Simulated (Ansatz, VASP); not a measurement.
This is a calculation of Zn for Ansatz 0.2.0.

The input input.yaml:

```yaml
crystal:
  lattice:
    - [0.0, 1.9906312808, 1.9906312808]
    - [1.9906312808, 0.0, 1.9906312808]
    - [1.9906312808, 1.9906312808, 0.0]
  atoms:
    - { symbol: Zn, position: [0.0, 0.0, 0.0] }
kpoints:
  mp_grid: { grid: [12, 12, 12] }
scf:
  occupations: { method: fermi_dirac, width: 0.05 }
hamiltonian:
  xc: pbe
  pseudopotentials: { kind: all_electron, lapw: { basis_error: 0.0005 } }
output:
  forces: true
  stress: true
  eigenvalues: true
```

Potentials or basis: all-electron LAPW, scalar-relativistic.

The run is started by

```console
$ ansatz run input.yaml --threads 1 --pin off --max-ram 2560MiB --backend cpu --events-out ev --progress --plain --runs-dir out
```

Task: Set up the same calculation for VASP 6.6.1. Potentials there: VASP PAW PBE potentials, release 64 (Zn).

Result: As run (the cutoff follows the program's own potentials):

INCAR

```
  PREC = Accurate
  ENCUT = 520
  EDIFF = 1E-6
  ISMEAR = -1
  SIGMA = 0.05
  LREAL = F
  LASPH = T
  NELM = 100
  ALGO = Normal
  ISIF = 2
  LWAVE = F
  LCHARG = F
  GGA = PE
  NBANDS = 12
```

KPOINTS

```
Automatic mesh
0
Gamma
  12 12 12
```

Contents of POSCAR:

```
Zn
1.0
    0.0000000000      1.9906312808      1.9906312808
    1.9906312808      0.0000000000      1.9906312808
    1.9906312808      1.9906312808      0.0000000000
Zn
1
Direct
    0.0000000000      0.0000000000      0.0000000000
```

Potentials or basis: VASP PAW PBE potentials, release 64 (Zn).

Command:

```console
$ cat potpaw_PBE.64/Zn/POTCAR > POTCAR
$ mpirun -np 1 vasp_std > vasp.out
```

Both were run:

|  | VASP | Ansatz | Ansatz less VASP |
| --- | --- | --- | --- |
| gap on the k mesh at the Fermi level (eV) | none | none | - |
| pressure (GPa) | -2.2 | -2.5 | -0.33 |

A gap of «none» marks a metal or a gap that the smearing closes. Ansatz ran all-electron here, so the differences hold the error of VASP's frozen core and of both bases.
